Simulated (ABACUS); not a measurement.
The system is Pb.

```
Pb
1.0
     0.00000    2.47502    2.47502
     2.47502    0.00000    2.47502
     2.47502    2.47502    0.00000
Pb
1
Cartesian
  0.0000 0.0000 0.0000
```

Base run:

| Quantity | Value |
| --- | --- |
| Program | ABACUS 3.10.1 |
| Functional | LDA-PW92 |
| Potentials or basis | PseudoDojo NC SR 0.4.1 LDA stringent |
| Cutoff | 1211 eV |
| Density cutoff | 4844 eV |
| Basis | plane waves |
| k mesh | 7 × 7 × 7 |
| Occupations | fermi-dirac, width 0.05 eV |
| Spin | no spin polarisation |

Its results: band gap on the k mesh none (metal or under the smearing width); pressure -1.5 GPa.

Q: The run is repeated on the same cell with these changes: functional from LDA-PW92 to PBEsol; potentials or basis from PseudoDojo NC SR 0.4.1 LDA stringent to SPMS ONCV 1.0 PBE; cutoff from 1211 eV to 857 eV; density cutoff from 4844 eV to 3429 eV; valence electrons from 22 to 14. What comes out?

A: Band gap on the k mesh none (metal or under the smearing width); pressure -0.1 GPa.

Caveats: the potentials were made for another functional, which shifts forces and pressure (some runs).
